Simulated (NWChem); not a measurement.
# M06-2X/cc-pVDZ run of C2H6O2 (ethylene glycol)

Aim: the vertical ionisation energy of C2H6O2 (ethylene glycol) at M06-2X/cc-pVDZ, from 2 runs. 

The calculation is run with NWChem 7.3.0.

2 further runs of the same task are left out: 1 that didn't finish, 1 set aside as unsound or not needed.

## Step 1: The structure to begin with

The species is C2H6O2 (10 atoms), meant as a singlet with charge 0. As SMILES, `OCCO`. Geometry: relaxed at PBE0-D4/def2-TZVP. This is a higher conformer, about 11 kJ/mol above the lowest found by a separate search.

Bond lengths: O1–C2 1.411 Å, C2–C3 1.514 Å, C3–O4 1.410 Å, O1–H5 0.959 Å, C2–H6 1.098 Å, C2–H7 1.101 Å, C3–H8 1.098 Å, C3–H9 1.092 Å, O4–H10 0.960 Å. Some angles: O1–C2–C3 107.6°, C2–C3–O4 111.8°, O1–C2–H6 112.0°, O1–C2–H7 111.2°, C3–C2–H6 109.0°, C3–C2–H7 109.3°, C2–O1–H5 108.9°, C2–C3–H8 109.3°, C2–C3–H9 109.4°, O4–C3–H8 112.0°.

## Step 2: A single-point energy at M06-2X/cc-pVDZ

Input file calc.nw:

```
start calc
memory 2200 mb

geometry noautosym nocenter noautoz
  O     -1.732000     0.054800    -0.233100
  C     -0.380800     0.456800    -0.281400
  C      0.425300    -0.548600     0.513500
  O      1.797400    -0.224600     0.528400
  H     -2.268700     0.718300    -0.670600
  H     -0.233000     1.454800     0.151200
  H     -0.009800     0.482600    -1.318200
  H      0.244000    -1.555600     0.116200
  H      0.091100    -0.540900     1.552900
  H      2.149700    -0.348800    -0.356200
end

basis spherical bse
  * library cc-pVDZ
end

dft
  xc m06-2x
  grid coarse
  convergence energy 1e-08
  maxiter 100
  mulliken
  print low
end

task dft energy
```

Run with:

```bash
$ nwchem calc.nw > calc.out
```

Standard output:

```text
Northwest Computational Chemistry Package (NWChem) 7.3.0
             --------------------------------------------------------

           Job information
           ---------------

    nwchem branch   = 7.3.0
    use scalapack   = T
    input           = calc.nw
    prefix          = calc.
    data base       = ./calc.db
    status          = startup
    nproc           =        1

           Memory information
           ------------------

    heap     =     72089598 doubles =      550.0 Mbytes
    stack    =     72089595 doubles =      550.0 Mbytes
    global   =    144179200 doubles =     1100.0 Mbytes (distinct from heap & stack)
    total    =    288358393 doubles =     2200.0 Mbytes
    verify   = yes
    hardfail = no

           Directory information
           ---------------------

  0 permanent = .
  0 scratch   = .

                                NWChem Input Module
                                -------------------

 Scaling coordinates for geometry "geometry" by  1.889725989
 (inverse scale =  0.529177249)

                             Geometry "geometry" -> ""
                             -------------------------

 Output coordinates in angstroms (scale by  1.889725989 to convert to a.u.)

  No.       Tag          Charge          X              Y              Z
 ---- ---------------- ---------- -------------- -------------- --------------
    1 O                    8.0000    -1.73200000     0.05480000    -0.23310000
    2 C                    6.0000    -0.38080000     0.45680000    -0.28140000
    3 C                    6.0000     0.42530000    -0.54860000     0.51350000
    4 O                    8.0000     1.79740000    -0.22460000     0.52840000
    5 H                    1.0000    -2.26870000     0.71830000    -0.67060000
    6 H                    1.0000    -0.23300000     1.45480000     0.15120000
    7 H                    1.0000    -0.00980000     0.48260000    -1.31820000
    8 H                    1.0000     0.24400000    -1.55560000     0.11620000
    9 H                    1.0000     0.09110000    -0.54090000     1.55290000
   10 H                    1.0000     2.14970000    -0.34880000    -0.35620000

      Atomic Mass
      -----------

      O                 15.994910
      C                 12.000000
      H                  1.007825

 Effective nuclear repulsion energy (a.u.)     130.7136789049

            Nuclear Dipole moment (a.u.)
            ----------------------------
        X                 Y               Z
 ---------------- ---------------- ----------------
     1.4428057923    -3.2102665094     6.1043818609

            XYZ format geometry
            -------------------
    10
 geometry
 O                    -1.73200000     0.05480000    -0.23310000
 C                    -0.38080000     0.45680000    -0.28140000
 C                     0.42530000    -0.54860000     0.51350000
 O                     1.79740000    -0.22460000     0.52840000
 H                    -2.26870000     0.71830000    -0.67060000
 H                    -0.23300000     1.45480000     0.15120000
 H                    -0.00980000     0.48260000    -1.31820000
 H                     0.24400000    -1.55560000     0.11620000
 H                     0.09110000    -0.54090000     1.55290000
 H                     2.14970000    -0.34880000    -0.35620000

 ==============================================================================
                                internuclear distances
 ------------------------------------------------------------------------------
       center one      |      center two      | atomic units |  angstroms
 ------------------------------------------------------------------------------
    2 C                |   1 O                |     2.66557  |     1.41056
    3 C                |   2 C                |     2.86123  |     1.51410
    4 O                |   3 C                |     2.66435  |     1.40991
    5 H                |   1 O                |     1.81225  |     0.95900
    6 H                |   2 C                |     2.07439  |     1.09772
    7 H                |   2 C                |     2.08150  |     1.10148
    8 H                |   3 C                |     2.07420  |     1.09762
    9 H                |   3 C                |     2.06327  |     1.09183
   10 H                |   4 O                |     1.81459  |     0.96024
 ------------------------------------------------------------------------------
                         number of included internuclear distances:          9
 ==============================================================================

 ==============================================================================
                                 internuclear angles
 ------------------------------------------------------------------------------
        center 1       |       center 2       |       center 3       |  degrees
 ------------------------------------------------------------------------------
    2 C                |   1 O                |   5 H                |   108.86
    1 O                |   2 C                |   3 C                |   107.62
    1 O                |   2 C                |   6 H                |   112.00
    1 O                |   2 C                |   7 H                |   111.20
    3 C                |   2 C                |   6 H                |   108.97
    3 C                |   2 C                |   7 H                |   109.29
    6 H                |   2 C                |   7 H                |   107.72
    2 C                |   3 C                |   4 O                |   111.78
    2 C                |   3 C                |   8 H                |   109.34
    2 C                |   3 C                |   9 H                |   109.40
    4 O                |   3 C                |   8 H                |   112.05
    4 O                |   3 C                |   9 H                |   106.63
    8 H                |   3 C                |   9 H                |   107.49
    3 C                |   4 O                |  10 H                |   108.52
 ------------------------------------------------------------------------------
                            number of included internuclear angles:         14
 ==============================================================================

 Summary of "ao basis" -> "" (spherical)
 ------------------------------------------------------------------------------
       Tag                 Description            Shells   Functions and Types
 ---------------- ------------------------------  ------  ---------------------
 *                          cc-pVDZ                   on all atoms

                                 NWChem DFT Module
                                 -----------------

                      Basis "ao basis" -> "ao basis" (spherical)
                      -----
  [basis functions not shown]

 Summary of "ao basis" -> "ao basis" (spherical)
 ------------------------------------------------------------------------------
       Tag                 Description            Shells   Functions and Types
 ---------------- ------------------------------  ------  ---------------------
 O                          cc-pVDZ                  6       14   3s2p1d
 C                          cc-pVDZ                  6       14   3s2p1d
 H                          cc-pVDZ                  3        5   2s1p

  Caching 1-el integrals
   Time after variat. SCF:      0.4

     ---------------------------------------------
      Total Density - Mulliken Population Analysis
     ---------------------------------------------

    Atom       Charge   Shell Charges
 -----------   ------   -------------------------------------------------------
    1 O    8     8.57   2.00  0.86  0.86  3.00  1.83  0.01
    2 C    6     5.84   2.00  0.71  0.41  1.83  0.78  0.10
    3 C    6     5.83   2.00  0.71  0.41  1.83  0.78  0.10
    4 O    8     8.56   2.00  0.86  0.87  2.99  1.83  0.01
    5 H    1     0.70   0.55  0.08  0.07
    6 H    1     0.95   0.71  0.22  0.03
    7 H    1     0.95   0.71  0.22  0.03
    8 H    1     0.95   0.71  0.22  0.03
    9 H    1     0.94   0.71  0.21  0.03
   10 H    1     0.70   0.55  0.08  0.07
   Time prior to 1st pass:      0.4

           Memory utilization after 1st SCF pass:
           Heap Space remaining (MW):       38.04            38044174
          Stack Space remaining (MW):       72.09            72088884

   convergence    iter        energy       DeltaE   RMS-Dens  Diis-err    time
 ---------------- ----- ----------------- --------- --------- ---------  ------
 d= 0,ls=0.0,diis     1   -230.0895918892 -3.61D+02  9.54D-03  6.01D-01     2.5
 d= 0,ls=0.0,diis     2   -230.1145659882 -2.50D-02  4.16D-03  4.93D-01     4.0
 d= 0,ls=0.0,diis     3   -230.1581750474 -4.36D-02  5.90D-04  1.17D-02     5.3
 d= 0,ls=0.0,diis     4   -230.1592876489 -1.11D-03  1.40D-04  2.19D-04     6.6
 d= 0,ls=0.0,diis     5   -230.1593131727 -2.55D-05  3.22D-05  9.74D-06     7.9
 d= 0,ls=0.0,diis     6   -230.1593140709 -8.98D-07  1.36D-05  3.53D-06     9.2
 d= 0,ls=0.0,diis     7   -230.1593144118 -3.41D-07  3.06D-06  1.09D-07    10.5
 d= 0,ls=0.0,diis     8   -230.1593144233 -1.15D-08  9.84D-07  8.91D-09    11.8
 d= 0,ls=0.0,diis     9   -230.1593144245 -1.23D-09  3.31D-07  6.82D-10    13.1

         Total DFT energy =     -230.159314424510
      One electron energy =     -572.905253056602
           Coulomb energy =      242.282545807730
    Exchange-Corr. energy =      -30.250286080585
 Nuclear repulsion energy =      130.713678904946

 Numeric. integr. density =       33.999984016274

     Total iterative time =     12.7s

     ---------------------------------------------
      Total Density - Mulliken Population Analysis
     ---------------------------------------------

    Atom       Charge   Shell Charges
 -----------   ------   -------------------------------------------------------
    1 O    8     8.29   2.00  0.83  0.87  2.85  1.72  0.01
    2 C    6     5.93   2.01  0.67  0.36  2.04  0.73  0.11
    3 C    6     5.90   2.01  0.67  0.36  2.05  0.70  0.11
    4 O    8     8.30   2.00  0.83  0.88  2.85  1.72  0.01
    5 H    1     0.84   0.69  0.07  0.08
    6 H    1     0.97   0.76  0.19  0.02
    7 H    1     0.99   0.77  0.20  0.02
    8 H    1     0.97   0.76  0.18  0.03
    9 H    1     0.95   0.76  0.17  0.02
   10 H    1     0.85   0.69  0.08  0.08

     -------------------------------------------
      Total Density - Lowdin Population Analysis
     -------------------------------------------

    Atom       Charge   Shell Charges
 -----------   ------   -------------------------------------------------------
    1 O    8     8.04   1.91  0.80  0.67  2.69  1.93  0.03
    2 C    6     6.05   1.88  0.56  0.37  1.85  1.10  0.29
    3 C    6     6.04   1.88  0.56  0.37  1.85  1.09  0.29
    4 O    8     8.03   1.91  0.80  0.68  2.69  1.92  0.03
    5 H    1     0.95   0.57  0.18  0.21
    6 H    1     0.99   0.64  0.27  0.08
    7 H    1     1.00   0.64  0.28  0.08
    8 H    1     0.99   0.64  0.27  0.08
    9 H    1     0.97   0.63  0.26  0.08
   10 H    1     0.96   0.57  0.18  0.21

 Task  times  cpu:       13.1s     wall:       13.1s
 Total times  cpu:       13.1s     wall:       13.1s
```

It took 14 s on 1 thread of Intel Xeon Platinum 8488C (Sapphire Rapids), shared host; peak memory 0.11 GiB.

(Part 1 of 2 ends here.)
